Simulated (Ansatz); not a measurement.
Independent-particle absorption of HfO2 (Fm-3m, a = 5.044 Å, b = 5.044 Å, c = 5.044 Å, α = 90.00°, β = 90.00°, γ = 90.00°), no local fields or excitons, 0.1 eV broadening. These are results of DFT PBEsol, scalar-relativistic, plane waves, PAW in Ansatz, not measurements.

Settings: cutoff 420 eV, Γ-centred mesh 8×8×8 on the computed 3-atom cell, Gaussian smearing of 0.02 eV; no spin polarisation. The spectrum is summed on a 12×12×12 mesh.

```xyz
3
Lattice="0.0000 2.5220 2.5220 2.5220 0.0000 2.5220 2.5220 2.5220 0.0000" Properties=species:S:1:pos:R:3 pbc="T T T"
Hf    0.0000    0.0000    0.0000
O     1.2610    1.2610    1.2610
O     3.7829    3.7829    3.7829
```

```tsv
photon energy (eV)	ε2,zz
0.0	0.00
0.4	0.00
0.8	0.00
1.2	0.00
1.6	0.00
2.0	0.00
2.4	0.00
2.8	0.00
3.2	0.00
3.6	0.00
4.0	0.00
4.4	0.28
4.8	2.88
5.2	4.85
5.6	3.40
6.0	3.55
6.4	4.49
6.8	5.08
7.2	5.75
7.6	8.17
8.0	9.43
8.4	8.49
8.8	9.88
9.2	9.32
9.6	8.40
10.0	5.85
10.4	4.30
10.8	3.62
11.2	3.67
11.6	3.26
12.0	4.19
12.4	2.81
12.8	1.68
13.2	1.36
13.6	1.30
14.0	1.34
```

The strongest peak lies near 9.4 eV. ε∞ (xx, yy, zz) = 5.6, 5.6, 5.6.

This fluorite-type form isn't the usual stable structure of the compound.

Cost: 1 run of about 0.33 core-minutes, on Arm Neoverse V1 (shared hosts).